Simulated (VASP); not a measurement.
# Si: restarted molecular dynamics, 2 variants

Si, P6/mmm (no. 191), 8 atoms in the cell. PBE, molecular dynamics; PAW potentials Si (PBE set).

| Restart from | Temperature at the end (K) | The same without a restart (K) | Potential energy at the end (eV/atom) | The same without a restart (eV/atom) | Electronic steps in the first step after the restart | Time (s) |
|---|---|---|---|---|---|---|
| CONTCAR with velocities, WAVECAR read | 350.0 | 350.0 | -5.05713 | -5.05713 | 4 | 94 |
| CONTCAR with velocities, no WAVECAR | 350.0 | 350.0 | -5.05713 | -5.05713 | 12 | 98 |

Limits: 120 fs of 8 atoms are too short for converged averages; the cell is only 4.5 Å across, so each atom moves in step with near copies of itself.

## Input of the first row

INCAR.step1:
```
GGA = PE ; PREC = Normal
ENCUT = 250 ; EDIFF = 1E-6
NELMIN = 4 ; NELM = 60
ALGO = Fast ; LREAL = Auto
LASPH = True ; ISMEAR = -1
SIGMA = 0.05 ; ISYM = 0
LWAVE = True ; LCHARG = False
IBRION = 0 ; NSW = 30
POTIM = 2.0 ; TEBEG = 600
ISIF = 2 ; RANDOM_SEED = 548539 0 0
MDALGO = 1 ; ANDERSEN_PROB = 0.0
KPAR = 2
```

INCAR.step2, as INCAR.step1 but for:
```
- LWAVE = True
+ LWAVE = False
```

KPOINTS:
```
k-points
0
Gamma
  2 3 3
```

POSCAR.step1:
```
Si
1.0
    5.2410856298      0.0000000000      0.0000000000
    0.0000000000      4.5389132988      0.0000000000
    0.0000000000      0.0000000000      4.9327087800
Si
8
Direct
    0.0000000000      0.0000000000      0.0000000000
    0.0000000000      0.0000000000      0.5000000000
    0.5000000000      0.0000000000      0.0000000000
    0.5000000000      0.0000000000      0.5000000000
    0.2500000000      0.5000000000      0.0000000000
    0.2500000000      0.5000000000      0.5000000000
    0.7500000000      0.5000000000      0.0000000000
    0.7500000000      0.5000000000      0.5000000000
```

Commands (each step's output is kept before the next begins):
```
cat potpaw_PBE.64/Si/POTCAR > POTCAR
cp INCAR.step1 INCAR
cp POSCAR.step1 POSCAR
mpirun -np 2 vasp_std > vasp.out
cp CONTCAR POSCAR
cp INCAR.step2 INCAR
mpirun -np 2 vasp_std > vasp.out
```

Changes of the last row against the first:
```
(step 1)
- LWAVE = True
+ LWAVE = False
```

VASP 6.6.1 took 94 s on 2 cores (AMD EPYC 7R43 (Zen 3)), a shared host.
